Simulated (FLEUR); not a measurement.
Crystal: I.

```
I
1.0
     3.63503   -2.39502    0.00000
     3.63503    2.39502    0.00000
     0.00000    0.00000    9.79344
I
4
Direct
  0.64930 0.35070 0.38440
  0.14930 0.85070 0.11560
  0.35070 0.64930 0.61560
  0.85070 0.14930 0.88440
```

- Program: FLEUR MaX-R8.1 (later development tree)
- Task: single point
- Functional: PBEsol
- Potentials or basis: all-electron
- Basis: FLAPW
- Kmax: 4.32 1/bohr
- k mesh: 7 × 7 × 3
- Occupations: fermi-dirac, width 0.05 eV
- Spin: no spin polarisation
- Gmax: 13.4 1/bohr
- Muffin-tin radii: I 2.27 bohr
- lmax: I 9
- lnonsphr: I 9
- Local orbitals a species: I 6
- Max iterations: 60
- Mixing factor: 0.05
- Mixer: Anderson
- Mixer history: 15

On this cell: largest force 0.761 eV/Å; band gap on the k mesh 1.29 eV, indirect (least direct gap 1.37 eV).

The same run follows on a disturbed copy (atoms moved at random, drawn with an rms of 0.05 Å):

```
I
1.0
     3.63503   -2.39502    0.00000
     3.63503    2.39502    0.00000
     0.00000    0.00000    9.79344
I
4
Direct
  0.65349 0.34675 0.38295
  0.15234 0.84035 0.11361
  0.36674 0.64517 0.61547
  0.84626 0.15370 0.88219
```

Task: What changes?

Result: The energy moves by -3.1 meV/atom; largest force 0.821 eV/Å; band gap on the k mesh 1.25 eV, indirect (least direct gap 1.34 eV).

Forces in eV/Å, atoms in the order of the input:
```
I   -0.003 -0.395 -0.720
I    0.010 -0.143  0.485
I   -0.013  0.381  0.709
I    0.006  0.158 -0.474
```

Caveats: spin-orbit coupling is left out, which moves the levels of the heavy elements; an odd mesh through Γ misses points on the zone boundary, where band edges often lie.
